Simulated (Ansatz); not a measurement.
# TiO2 (I4/m) in Ansatz: further runs

One crystal, TiO2, is run at these levels: PBE, revPBE+D3(BJ); tasks: single point, relaxation of cell and atoms.

Everything below comes from runs of Ansatz 0.2.0. Logs are shortened: lines on timing, memory, paths and dates and some standing lists are left out, and cuts for length are marked.

## 1. The crystal as given

The structure is tetragonal, space group I4/m (No. 87). Conventional cell: a = 8.702 Å, b = 8.702 Å, c = 3.775 Å, α = 90.00°, β = 90.00°, γ = 90.00°. Around Ti (site symmetry m) lie 4 O at 1.80 to 1.95 Å. Around O (site symmetry m) lie 3 Ti at 1.95 to 2.21 Å. O (site symmetry m) has 2 Ti at 1.80 to 1.81 Å as nearest neighbours.

Measurements of this composition are mostly on another form, of space group No. 141.

## 2. Single point, PBE (strained by -1 %)

File input.yaml:

```yaml
crystal:
  lattice:
    - [-4.3507577183, 4.3507577183, 1.8686800399]
    - [4.3507577183, -4.3507577183, 1.8686800399]
    - [4.3507577183, 4.3507577183, -1.8686800399]
  atoms:
    - { symbol: Ti, position: [0.292281705, 0.997144755, 0.28942646] }
    - { symbol: Ti, position: [0.002855245, 0.292281705, 0.29513695] }
    - { symbol: Ti, position: [0.997144755, 0.707718295, 0.70486305] }
    - { symbol: Ti, position: [0.707718295, 0.002855245, 0.71057354] }
    - { symbol: O, position: [0.498863825, 0.849215285, 0.34807911] }
    - { symbol: O, position: [0.16166202, 0.1596026, 0.32126462] }
    - { symbol: O, position: [0.150784715, 0.498863825, 0.64964854] }
    - { symbol: O, position: [0.1596026, 0.83833798, 0.99794058] }
    - { symbol: O, position: [0.8403974, 0.16166202, 0.00205942] }
    - { symbol: O, position: [0.849215285, 0.501136175, 0.35035146] }
    - { symbol: O, position: [0.83833798, 0.8403974, 0.67873538] }
    - { symbol: O, position: [0.501136175, 0.150784715, 0.65192089] }
hamiltonian:
  xc: pbe
  pseudopotentials: { kind: paw }
kpoints:
  mp_grid: { grid: [6, 6, 6] }
scf:
  occupations: { method: fermi_dirac, width: 0.05 }
output:
  forces: true
  stress: true
  eigenvalues: true
  write_density: true
  write_potential: true
  elf: true
  volumetric_format: npy
```

Potentials or basis: Ansatz PAW.

Run with:

```sh
ansatz run input.yaml --threads 4 --pin off --max-ram 11264MiB --backend cpu --events-out ev --progress --plain --runs-dir out
```

The program printed:

```text
Warning: RAYON_NUM_THREADS=4 ignored (pool sized by the plan → 4); use --threads N
Engine: ansatz 0.2.0, aarch64-unknown-linux-gnu
Pseudopotentials: kind: paw
Pseudopotential: Ti, paw, valence charge 12, recommended cutoff 420 eV (normal), Ti.paw.azcp
Pseudopotential: O, paw, valence charge 6, recommended cutoff 420 eV (normal), O.paw.azcp
Functional definition: PBE
  parameter kappa = 0.804
  parameter beta = 0.06672455060314922
  exchange = pbe_x(kappa = kappa, mu = beta*pi^2/3)
  correlation = pbe_c(beta = beta)
Crystal: 12 atoms, lattice volume = 141.490 Å³
Basis set: ecut = 420 eV, 2771 PW (Γ), exchange–correlation on 90×90×90 points (8 copies of the dense FFT grid, shifted against one another)
Bands: 60, of which v1, the nominal top of the filled ones, is band 48 counted from 1 (47 counted from 0)
Symmetry: 8 space group operations
Space group: I4/m (ITA 87), of the structure as read, at distance tolerance 5.2e-5 Å
k-points: 36 of 216
Non-local potential: Ti, projectors of the file, l = 0: 3, l = 1: 2, l = 2: 3, l = 3: 1
Non-local potential: O, projectors of the file, l = 0: 2, l = 1: 2, l = 2: 1
PAW form: soft (Blöchl's): semilocal exchange-correlation on the pseudo side does not see the compensation charge
PAW one-centre angular grid: Ti, 590 points (default); XC on 64 Gauss nodes
PAW one-centre angular grid: O, 110 points (default); XC on 64 Gauss nodes
Initial density: superposition of atomic densities (neutral atoms: chi_scale 0, normalization atom), corrected by the library's trained network
Initial wavefunctions: pseudopotential atomic-orbital guess
Functional: x = pbe(κ = 0.804, μ = 0.2195149727645171), c = pbe(β = 0.06672455060314922)
SCF iter   1: F=—  HF=-14554.534167 eV  |F-HF|=—  |Δ(HF+E_count)|=         —  Δρ=5.37e-3  dr2=4.53e-2  ethr=1.77e-3  ⟨swp⟩=5.0  Hψ=8249  notcnv=0  defer=5
preconditioner: auto → Resta (q_TF=auto, 2.558 Å⁻¹)  ε∞=7.5  [insulator: Δε(μ)=1.580 eV  Ē_g=9.809 eV  σ=0.050 eV  W_gap=1.00  n_scr=44 (ndim 8)  ℏωp=25.0 eV  f_vac=0.122  D(μ)=0.00/eV (n_scr^D=0)  ε∞_Penn≈7.5]
SCF iter   2: F=—  HF=-14554.529530 eV  |F-HF|=—  |Δ(HF+E_count)|=   4.64e-3  Δρ=3.28e-3  dr2=1.18e-2  ethr=4.72e-5  ⟨swp⟩=2.2  Hψ=3557  notcnv=0  defer=191
SCF iter   3: F=—  HF=-14554.528025 eV  |F-HF|=—  |Δ(HF+E_count)|=   1.50e-3  Δρ=1.40e-3  dr2=3.43e-3  ethr=1.23e-5  ⟨swp⟩=2.0  Hψ=3074  notcnv=0  defer=191
SCF iter   4: F=—  HF=-14554.527865 eV  |F-HF|=—  |Δ(HF+E_count)|=   1.61e-4  Δρ=5.69e-4  dr2=6.89e-4  ethr=3.57e-6  ⟨swp⟩=2.0  Hψ=2781  notcnv=0  defer=191
SCF iter   5: F=—  HF=-14554.527834 eV  |F-HF|=—  |Δ(HF+E_count)|=   3.04e-5  Δρ=1.94e-4  dr2=1.39e-4  ethr=7.18e-7  ⟨swp⟩=2.0  Hψ=2878  notcnv=0  defer=191
SCF iter   6: F=—  HF=-14554.527858 eV  |F-HF|=—  |Δ(HF+E_count)|=   2.37e-5  Δρ=7.70e-5  dr2=1.83e-5  ethr=1.44e-7  ⟨swp⟩=2.0  Hψ=2823  notcnv=0  defer=191
SCF iter   7: F=—  HF=-14554.527949 eV  |F-HF|=—  |Δ(HF+E_count)|=   9.09e-5  Δρ=3.00e-5  dr2=2.52e-6  ethr=1.90e-8  ⟨swp⟩=2.4  Hψ=3609  notcnv=0  defer=191
SCF iter   8: F=—  HF=-14554.527952 eV  |F-HF|=—  |Δ(HF+E_count)|=   2.76e-6  Δρ=8.51e-6  dr2=1.69e-7  ethr=2.62e-9  ⟨swp⟩=2.0  Hψ=2809  notcnv=0  defer=191
SCF iter   9: F=-14554.527952 eV  HF=-14554.527952 eV  |F-HF|=7.58e-9  |Δ(HF+E_count)|=   1.71e-7  Δρ=2.65e-6  dr2=1.46e-8  ethr=1.04e-10  ⟨swp⟩=13.6  Hψ=14345  notcnv=0
SCF 1 converged in 9 iterations: F = -14554.527952 eV  dr2 = 1.46e-8
SCF converged after 9 iterations
Free energy (F): -14554.527952 eV
Harris-Foulkes:  -14554.527952 eV  (|F-HF|=7.58e-9)
Internal energy: -14554.527952 eV  (E = F + TS)
E sigma→0 (E₀):  -14554.527952 eV
Fermi energy:    7.794258 eV
--- Per-component energies (eV) ---
  E_band       = -954.903903
  E_kinetic    = 2496.732132
  E_local      = -7956.608710  (includes V_loc(G=0)·N_el)
  E_nonlocal   = 395.677373
  E_hartree    = 3155.736018
  E_xc         = -984.882403
  E_vxc        = -1247.120897  (∫ρ·V_xc dr)
  E_paw        = -5446.246321  (= ΣΔE_a)
  E_vpaw       = -955.077421  (= ΣTr[D̂ρ^β])
  E_aug_tail   = 0.020238  (compensation charges beyond the density's cutoff)
  E_ewald      = -6214.956280
  E_smearing   = -0.000000  (= −TS)
  E_closure    = -0.000000  (closes the sum)
  Σ components = -14554.527952   (vs F -14554.527952, Δ=0.00e0)
--- Forces (eV/Å), atoms counted from 1 ---
  atom   1  Ti    -0.02954080    -0.42307615    -0.00000000
  atom   2  Ti    -0.42307615     0.02954080     0.00000000
  atom   3  Ti     0.42307615    -0.02954080     0.00000000
  atom   4  Ti     0.02954080     0.42307615    -0.00000000
  atom   5  O     -0.01479863     0.00646296     0.00000000
  atom   6  O     -0.00029963    -0.05974680     0.00000000
  atom   7  O      0.00646296     0.01479863    -0.00000000
  atom   8  O      0.05974680    -0.00029963     0.00000000
  atom   9  O     -0.05974680     0.00029963     0.00000000
  atom  10  O     -0.00646296    -0.01479863     0.00000000
  atom  11  O      0.00029963     0.05974680     0.00000000
  atom  12  O      0.01479863    -0.00646296     0.00000000
  max |Σ_I F_I| component: 6.25e-17 eV/Å
--- Stress (GPa, compression-positive) ---
        3.990573      -0.000000       0.000000
        0.000000       3.990573       0.000000
        0.000000       0.000000       7.854590
  P = ⅓ Tr σ = 5.2786 GPa (52.786 kbar)
--- Band table (eV; the first three rows and the last of 36) ---
  k-point 0: bands = ["-49.3371", "-49.3168", "-49.3168", "-49.2997", "-25.7848", "-25.7686", "-25.7438", "-25.7438", "-25.6197", "-25.5727", "-25.5698", "-25.5698", "-25.5486", "-25.5486", "-25.5237", "-25.5201", "-11.0103", "-10.0854", "-10.0854", "-9.8219", "-9.3256", "-9.2457", "-9.0035", "-9.0035", "2.1895", "2.5188", "2.7184", "3.0556", "3.0556", "3.2748", "3.7446", "3.8342", "4.0890", "4.0890", "4.1490", "4.1490", "4.9001", "4.9001", "4.9779", "5.2807", "5.5323", "5.5323", "5.5672", "5.7960", "5.9546", "5.9546", "5.9856", "6.2460", "8.6041", "10.0389", "10.0389", "10.0607", "10.4041", "10.4041", "10.9198", "11.2285", "11.5286", "11.7036", "11.7036", "11.8041"]
  k-point 1: bands = ["-49.3366", "-49.3173", "-49.3163", "-49.3001", "-25.7799", "-25.7625", "-25.7416", "-25.7317", "-25.6207", "-25.5807", "-25.5707", "-25.5688", "-25.5625", "-25.5478", "-25.5255", "-25.5228", "-10.9871", "-10.0913", "-10.0689", "-9.8239", "-9.3382", "-9.2627", "-9.0174", "-8.9963", "2.2180", "2.5164", "2.6501", "3.0177", "3.2451", "3.2694", "3.6657", "3.6715", "4.1233", "4.1429", "4.1555", "4.3613", "4.8757", "4.8891", "4.8935", "5.3179", "5.3880", "5.5786", "5.5951", "5.7917", "5.8373", "5.9372", "5.9943", "6.3110", "8.7130", "9.9277", "9.9726", "10.0911", "10.4104", "10.5983", "10.8763", "11.3392", "11.4243", "11.6989", "11.7144", "11.8376"]
  k-point 2: bands = ["-49.3356", "-49.3183", "-49.3154", "-49.3011", "-25.7746", "-25.7556", "-25.7191", "-25.6990", "-25.6225", "-25.6073", "-25.5986", "-25.5725", "-25.5669", "-25.5455", "-25.5348", "-25.5210", "-10.9379", "-10.1051", "-10.0344", "-9.8281", "-9.3798", "-9.2771", "-9.0468", "-8.9858", "2.2778", "2.5114", "2.6174", "2.9413", "3.2641", "3.4871", "3.5427", "3.6033", "4.0752", "4.1688", "4.2336", "4.6622", "4.7788", "4.8284", "4.8815", "5.1226", "5.3837", "5.6079", "5.6541", "5.6614", "5.7774", "5.9373", "5.9970", "6.3281", "8.9982", "9.7629", "9.7834", "10.2200", "10.5087", "10.7963", "10.8749", "11.2266", "11.5138", "11.6957", "11.7267", "11.8742"]
  k-point 35: bands = ["-49.3330", "-49.3169", "-49.3169", "-49.3037", "-25.6914", "-25.6881", "-25.6881", "-25.6852", "-25.6639", "-25.6272", "-25.6101", "-25.6101", "-25.6032", "-25.5695", "-25.5695", "-25.5166", "-10.8183", "-10.0349", "-10.0349", "-9.8402", "-9.3731", "-9.3731", "-9.1897", "-8.9553", "2.4029", "2.4980", "2.6951", "2.9132", "2.9132", "3.4837", "3.9391", "4.0623", "4.0771", "4.0771", "4.4145", "4.4145", "4.6464", "4.8471", "4.8471", "4.9619", "5.2552", "5.3515", "5.6474", "5.6474", "5.6606", "5.7565", "5.7565", "6.9626", "9.8578", "9.8578", "9.8944", "10.0879", "10.3988", "10.6912", "10.7905", "10.7905", "11.6519", "11.6538", "11.6538", "12.0040"]
```

v_z.tsv:

```text
# z_ang	v_es[eV]	v_tot[eV]
# format = ansatz-planar-average/11
# xc	pbe
# density_cutoff_ev	1680
# datasets	Ti=:simpson_from_first_knot:soft	O=:simpson_from_first_knot:soft
# lattice	-4.350757718	4.350757718	1.868680040
# lattice	4.350757718	-4.350757718	1.868680040
# lattice	4.350757718	4.350757718	-1.868680040
# sites	12
# site	22	4.325912760	-1.807463950	1.868680040
# site	22	2.543293768	0.024844958	-0.000000000
# site	22	1.807463950	4.325912760	1.868680040
# site	22	0.024844958	6.158221669	0.000000000
# site	8	3.038702193	-0.009886444	1.868680040
# site	8	1.388784488	1.406704563	0.000000000
# site	8	4.340871274	1.312055525	0.000000000
# site	8	7.294810874	1.388784488	0.000000000
# site	8	-2.944053156	2.961973231	1.868680040
# site	8	0.009886444	3.038702193	1.868680040
# site	8	2.961973231	2.944053156	1.868680040
# site	8	1.312055525	4.360644163	0.000000000
0.000000	8.026310e0	-3.880368e-1
0.142898	8.284951e0	-3.498719e-2
0.285796	8.979115e0	8.828025e-1
0.428694	9.842103e0	2.046862e0
0.571592	1.068613e1	3.229719e0
0.714490	1.106868e1	3.885794e0
[... 37 lines left out ...]
6.144612	8.979115e0	8.828025e-1
6.287510	8.284951e0	-3.498719e-2
```

Run time: 6.5 s. Hardware: 4 threads of Arm Neoverse V1, shared host; peak memory 0.67 GiB.

Results:

```yaml
Free_energy: -14554.5280 eV
Pressure: 5.3 GPa
Largest_force: 0.424 eV/Å
Band_gap_on_the_k_mesh: 1.64 eV, indirect (least direct gap 2.36 eV)
```

Forces in eV/Å, atoms in the order of the input:
```
Ti  -0.030 -0.423  0.000
Ti  -0.423  0.030  0.000
Ti   0.423 -0.030  0.000
Ti   0.030  0.423  0.000
O   -0.015  0.006  0.000
O    0.000 -0.060  0.000
O    0.006  0.015  0.000
O    0.060  0.000  0.000
O   -0.060  0.000  0.000
O   -0.006 -0.015  0.000
O    0.000  0.060  0.000
O    0.015 -0.006  0.000
```

Caveat: the pressure holds a Pulay correction of +0.7 GPa for the finite cutoff. A k mesh can miss the band edges.

## 3. Relaxation of cell and atoms, revPBE+D3(BJ)

input.yaml: that of step 2 with these lines changed.

```diff
@@ -2,5 +2,5 @@
   lattice:
-    - [-4.3507577183, 4.3507577183, 1.8686800399]
-    - [4.3507577183, -4.3507577183, 1.8686800399]
-    - [4.3507577183, 4.3507577183, -1.8686800399]
+    - [-4.3507577183, 4.3507577183, 1.8875555959]
+    - [4.3507577183, -4.3507577183, 1.8875555959]
+    - [4.3507577183, 4.3507577183, -1.8875555959]
   atoms:
@@ -19,6 +19,7 @@
 hamiltonian:
-  xc: pbe
+  xc: revpbe
   pseudopotentials: { kind: paw }
+  dispersion: d3bj
 kpoints:
-  mp_grid: { grid: [6, 6, 6] }
+  mp_grid: { grid: [8, 8, 8] }
 scf:
@@ -33 +34,5 @@
   volumetric_format: npy
+relax:
+  f_tol: 0.01
+  max_steps: 40
+  cell: { stress_tol: 0.05 }
```

Potentials or basis: Ansatz PAW.

Run with:

```sh
ansatz run input.yaml --threads 4 --pin off --max-ram 11264MiB --backend cpu --events-out ev --progress --plain --runs-dir out
```

Run time: 2.3 min. Hardware: 4 threads of Arm Neoverse V1, shared host; peak memory 0.89 GiB.

Results (log left out):

| Property | Result |
| --- | --- |
| Free energy | -14582.0477 eV |
| Relaxed volume | 11.98 Å³/atom |
| Relaxed cell | a = 6.466 Å, b = 6.466 Å, c = 6.466 Å, α = 94.84°, β = 94.84°, γ = 146.24° |
| Space group after relaxing (to 0.05 Å) | I4/m (No. 87) |
| Energy gained by relaxing | 1.2 meV/atom |
| Ionic steps | 8 |
| Pressure after relaxing | 0.0 GPa |
| Band gap on the k mesh | 1.99 eV, indirect (least direct gap 2.63 eV) |

Forces in eV/Å, atoms in the order of the input:
```
Ti   0.000 -0.001  0.000
Ti  -0.001  0.000  0.000
Ti   0.001  0.000  0.000
Ti   0.000  0.001  0.000
O    0.001 -0.001  0.000
O   -0.002  0.002  0.000
O   -0.001 -0.001  0.000
O   -0.002 -0.002  0.000
O    0.002  0.002  0.000
O    0.001  0.001  0.000
O    0.002 -0.002  0.000
O   -0.001  0.001  0.000
```

The path:
```tsv
step	energy change (eV)	largest force (eV/Å)	volume (Å³)
1	0.0000	0.2233	142.92
2	-0.0055	0.1133	143.39
3	-0.0075	0.0231	143.57
4	-0.0098	0.0775	143.68
5	-0.0111	0.0039	143.74
6	-0.0148	0.0040	143.74
7	-0.0147	0.0025	143.78
8	-0.0148	0.0025	143.78
```

Final structure:
```yaml
crystal:
  lattice:
    - [-4.37533, 4.37533, 1.87768]
    - [4.37533, -4.37533, 1.87768]
    - [4.37533, 4.37533, -1.87768]
  atoms:
    - { symbol: Ti, position: [0.29038, 0.98866, 0.27903] }
    - { symbol: Ti, position: [0.01134, 0.29038, 0.30172] }
    - { symbol: Ti, position: [0.98866, 0.70962, 0.69828] }
    - { symbol: Ti, position: [0.70962, 0.01134, 0.72097] }
    - { symbol: O, position: [0.49493, 0.84750, 0.34242] }
    - { symbol: O, position: [0.16294, 0.15644, 0.31938] }
    - { symbol: O, position: [0.15250, 0.49493, 0.64743] }
    - { symbol: O, position: [0.15644, 0.83706, 0.99350] }
    - { symbol: O, position: [0.84356, 0.16294, 0.00650] }
    - { symbol: O, position: [0.84750, 0.50507, 0.35257] }
    - { symbol: O, position: [0.83706, 0.84356, 0.68062] }
    - { symbol: O, position: [0.50507, 0.15250, 0.65758] }
```

Levels at points of the mesh, in eV from the valence-band top:
```
              k point  band 46  band 47  band 48  band 49  band 50  band 51
   (0.00, 0.00, 0.00)    -0.83    -0.83    -0.64     1.99     3.17     3.17
  (0.00, 0.00, -0.50)    -0.88    -0.83    -0.61     2.53     2.70     2.93
  (0.00, -0.50, 0.00)    -0.67    -0.61    -0.34     2.99     3.34     3.38
(-0.50, -0.50, -0.50)    -0.99    -0.99     0.00     2.98     2.98     3.07
```

Caveat: the plane-wave basis is chosen anew once the cell has moved, so the energies of steps on either side of that aren't comparable; the pressure holds a Pulay correction of +0.6 GPa for the finite cutoff; the PAW data sets come from PBE, with cores solved anew for the run's functional, which leaves a small shift of forces and pressure. revPBE gaps usually lie below the measured ones, often by a third to a half.

(Part 1 of 2 ends here.)
